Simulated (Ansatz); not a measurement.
LDA, PBE, PBEsol and r²SCAN on Rh

```
Rh
1.0
     0.00000    1.90155    1.90155
     1.90155    0.00000    1.90155
     1.90155    1.90155    0.00000
Rh
1
Direct
  0.00000 0.00000 0.00000
```

The cell comes from COD entry 9008482, which wasn't checked; take it as a given geometry.

One fixed cell is solved with several functionals by frozen-core PAW in Ansatz 0.2.0, scalar-relativistically. A positive pressure means that the functional wants a larger cell.

The PAW files were made with PBE; their cores are remade for each functional.

The runs use a Γ-centred 16×16×16 k mesh, Fermi–Dirac smearing of 0.08 eV, cutoff 420 eV, no spin polarisation.

Cutoffs: PBE 420 eV, LDA 420 eV, PBEsol 420 eV, r²SCAN 500 eV.

```
setting  P (GPa)  lowest level at Γ above −25 eV, from the valence-band top or, without a gap, the Fermi level (eV)
    PBE     6.02                                                                                              -7.96
    LDA   -11.00                                                                                              -8.05
 PBEsol    -4.88                                                                                              -8.05
 r²SCAN    -0.45                                                                                              -8.14
```
